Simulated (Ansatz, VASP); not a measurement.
## BeTe in VASP and in Ansatz

File INCAR:

```
PREC = Accurate
ENCUT = 520
EDIFF = 1E-6
ISMEAR = 0
SIGMA = 0.1
LREAL = False
LASPH = True
NELM = 60
ALGO = Normal
ISIF = 2
LWAVE = False
LCHARG = False
GGA = PE
NBANDS = 11
```

Contents of KPOINTS:

```
Automatic mesh
0
Gamma
  6 6 6
```

POSCAR

```
BeTe
1.0
    0.0000000000      2.7700000000      2.7700000000
    2.7700000000      0.0000000000      2.7700000000
    2.7700000000      2.7700000000      0.0000000000
Be Te
1 1
Direct
    0.0000000000      0.0000000000      0.0000000000
    0.2500000000      0.2500000000      0.2500000000
```

Input for Ansatz:

```yaml
crystal:
  lattice:
    - [0.0, 2.77, 2.77]
    - [2.77, 0.0, 2.77]
    - [2.77, 2.77, 0.0]
  atoms:
    - { symbol: Be, position: [0.0, 0.0, 0.0] }
    - { symbol: Te, position: [0.25, 0.25, 0.25] }
basis:
  ecutwfc: 420
kpoints:
  mp_grid: { grid: [6, 6, 6] }
hamiltonian:
  xc: pbe
scf:
  occupations: { method: gaussian, width: 0.1 }
output:
  forces: true
  stress: true
  eigenvalues: true
```

Alike in both runs: task single point; functional PBE; k mesh 6 × 6 × 6; occupations gaussian, width 0.1 eV; no spin polarisation.

```csv
,VASP,Ansatz
version,VASP 6.6.1,Ansatz 0.2.0
potentials or method,"VASP PAW PBE potentials, release 64 (Be, Te)","scalar-relativistic, plane waves, PAW"
plane-wave cutoff (eV),520,420
valence electrons in the cell,8,18
```

```csv
,VASP,Ansatz,Ansatz less VASP
gap on the k mesh at the Fermi level (eV),1.85,1.86,+0.017
least direct gap on the mesh (eV),3.56,3.58,+0.022
pressure (GPa),4.5,4.3,-0.18
```

The two sets of potentials don't hold the same shells in valence.

Caveats: spin-orbit coupling is left out, which moves the levels of the heavy elements. A k mesh can miss the band edges. As with any semilocal functional, this PBE gap is likely too small.
